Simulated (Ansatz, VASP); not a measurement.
Stiffness of cubic InP

The cell as given, ahead of any relaxation:

```xyz
2
Lattice="0.0000 2.9305 2.9305 2.9305 0.0000 2.9305 2.9305 2.9305 0.0000" Properties=species:S:1:pos:R:3 pbc="T T T"
In    0.0000    0.0000    0.0000
P     4.3957    4.3957    4.3957
```

Constants in GPa on the cubic axes, for the cell as given (25.17 Å³ an atom) or relaxed at the run's level, with the atoms relaxed in the strained cells where symmetry lets them move; no spin polarisation, no spin-orbit coupling. Meshes are those of the run's cell of 2 atoms. Ansatz's plane-wave pressures hold its Pulay term. Occupations: fixed (run 1); fermi-dirac 0.05 eV (run 2); fermi-dirac 0.05 eV (run 3); fixed (run 4). Space group F-43m.

| run | level | program and potentials | k mesh | cell | C11 | C12 | C44 |
| --- | --- | --- | --- | --- | --- | --- | --- |
| 1 | LDA | Ansatz, Ansatz PAW (made for PBE), 420 eV | 6 × 6 × 6 | as given, -1.21 GPa | 95.8 | 50.8 | 45.0 |
| 2 | LDA | VASP, LDA PAW files In_d, P, 600 eV | 6 × 6 × 6 | relaxed, 24.75 Å³ an atom | 101.1 | 56.8 | 45.7 |
| 3 | PBE | VASP, PBE PAW files In_d, P, 600 eV | 6 × 6 × 6 | relaxed, 26.44 Å³ an atom | 87.4 | 45.8 | 41.6 |
| 4 | PBEsol | Ansatz, Ansatz PAW (made for PBE), 420 eV | 6 × 6 × 6 | as given, 0.60 GPa | 97.8 | 55.8 | 43.4 |

Question: For run 1, work out the bulk, shear and Young's moduli of a random polycrystal, Poisson's ratio and the anisotropy, and test the cell's stability.

Answer: From the values as printed: B = (C11 + 2 C12)/3 = 65.8 GPa. Voigt: G_V = (C11 - C12 + 3 C44)/5 = 36.0; Reuss: G_R = 5 C44 (C11 - C12)/[4 C44 + 3 (C11 - C12)] = 32.1; Hill's mean, from the unrounded bounds, G = 34.1 GPa. Young's modulus E = 9BG/(3B + G) = 87.2 GPa, Poisson's ratio ν = (3B - 2G)/[2(3B + G)] = 0.279. Zener's ratio 2 C44/(C11 - C12) = 2.00, so the crystal is stiffest along ⟨111⟩ and softest along ⟨100⟩. C11 > |C12|, C11 + 2 C12 > 0 and C44 > 0 hold, so the cell is stable against small uniform strains, which says nothing of soft phonons. Under pressure the constants are those of stress over strain at that pressure. An equation of state at this level (Ansatz, Ansatz PAW, made for PBE; mesh 8 × 8 × 8) gives B0 = 71.3 GPa at its minimum of 24.73 Å³ an atom, against 25.17 here. Measured bulk modulus: 71 GPa (a printed reference work); the runs are for a static lattice. Over the runs shown B spans 59.7 to 71.6 GPa and C44 41.6 to 45.7.
